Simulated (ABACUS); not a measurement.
Set up this calculation in ABACUS 3.10.1, as an ASE script.

```yaml
Task: single point
Functional: HCTH407
Potentials_or_basis: PseudoDojo NC SR 0.4.1 PBE standard
Cutoff: 1143 eV
Density_cutoff: 4572 eV
Basis: plane waves
k_mesh: 10 × 10 × 10
Occupations: fermi-dirac, width 0.05 eV
Spin: collinear spin, ferromagnetic start
Starting_moments: "[2.0] μB"
Radial_cutoff_of_the_potentials_pseudo_rcut: 10 bohr
SCF_threshold_on_the_density: 1e-08
Max_SCF_steps: 100
Eigensolver: dav
Mixing: broyden
Mixing_share: 0.4
Symmetry_key: 1
```

The structure of V lies in V.cif:

```cif
data_V
_cell_length_a 2.62293114
_cell_length_b 2.62293114
_cell_length_c 2.62293114
_cell_angle_alpha 109.47122063
_cell_angle_beta 109.47122063
_cell_angle_gamma 109.47122063
_space_group_name_H-M_alt 'P1'
_space_group_name_Hall 'P 1'
_space_group_IT_number 1
loop_
_space_group_symop_operation_xyz
'x,y,z'
loop_
_atom_site_label
_atom_site_type_symbol
_atom_site_symmetry_multiplicity
_atom_site_Wyckoff_symbol
_atom_site_fract_x
_atom_site_fract_y
_atom_site_fract_z
_atom_site_occupancy
V1 V 1 a 0.0000000000 0.0000000000 0.0000000000 1
```

These files were run (other wordings do the same):

run_abacus.py

```python
"""ABACUS run from a structure file: ASE reads it, the script writes STRU, KPT and INPUT."""
import re
import subprocess
from ase.io import read
from ase.units import Bohr

atoms = read("V.cif")
atoms = atoms[(-atoms.numbers).argsort(kind="stable")]  # ABACUS lists atoms element by element
pseudo = {'V': 'V.upf'}
orbital = {}
magmoms = [2.0]
kmesh = [10, 10, 10]
params = {
    'suffix': 'V',
    'calculation': 'scf',
    'basis_type': 'pw',
    'pseudo_dir': './',
    'symmetry': 1,
    'dft_functional': 'GGA_XC_HCTH_407',
    'ecutwfc': 84,
    'pseudo_rcut': 10,
    'nspin': 2,
    'nbands': 18,
    'ks_solver': 'dav',
    'smearing_method': 'fd',
    'smearing_sigma': 0.00367493,
    'scf_thr': 1e-08,
    'scf_nmax': 100,
    'mixing_type': 'broyden',
    'mixing_beta': 0.4,
    'cal_force': 1,
    'cal_stress': 1,
    'out_chg': 1,
    'out_pot': 2,
    'out_elf': 1,
}

symbols = atoms.get_chemical_symbols()
elements = list(dict.fromkeys(symbols))
lines = ["ATOMIC_SPECIES"] + [f"{e} {atoms.get_masses()[symbols.index(e)]:.4f} {pseudo[e]}" for e in elements]
if orbital:
    lines += ["", "NUMERICAL_ORBITAL"] + [orbital[e] for e in elements]
lines += ["", "LATTICE_CONSTANT", f"{1 / Bohr:.10f}", "", "LATTICE_VECTORS"]
lines += [" ".join(f"{x:.10f}" for x in v) for v in atoms.cell]
lines += ["", "ATOMIC_POSITIONS", "Direct"]
for e in elements:
    lines += ["", e, "0.0", str(symbols.count(e))]
    for i, p in enumerate(atoms.get_scaled_positions(wrap=False)):
        if symbols[i] == e:
            mag = "" if magmoms is None else " mag " + " ".join(str(x) for x in (magmoms[i] if isinstance(magmoms[i], list) else [magmoms[i]]))
            lines.append(" ".join(f"{x:.10f}" for x in p) + " 1 1 1" + mag)
open("STRU", "w").write("\n".join(lines) + "\n")
open("KPT", "w").write("K_POINTS\n0\nGamma\n%d %d %d 0 0 0\n" % tuple(kmesh))
open("INPUT", "w").write("INPUT_PARAMETERS\n" + "".join(f"{k:<20s}{v}\n" for k, v in params.items()))

done = subprocess.run(['mpirun', '-np', '4', 'abacus'])
if done.returncode:
    raise SystemExit(done.returncode)
log = open("OUT.V/running_scf.log").read()
print("final energy (eV):", re.findall(r"FINAL_ETOT_IS (\S+)", log))
```

Potentials or basis: PseudoDojo NC SR 0.4.1 PBE standard, plane waves.

The run is started by

```sh
$ OMP_NUM_THREADS=1 python run_abacus.py > log
```

It gave:

The pressure is -8.5 GPa. The band gap on the k mesh is none (metal or under the smearing width), the net moment is 0.00 μB per cell and the absolute moment is 0.00 μB per cell.

Caveat: the potentials were made for another functional, which shifts forces and pressure.

Wall time 48 s on 4 MPI ranks on Intel(R) Xeon(R) Platinum 8259CL CPU @ 2.50GHz (Skylake/Cascade Lake) (shared host), peak memory 0.36 GiB a rank.
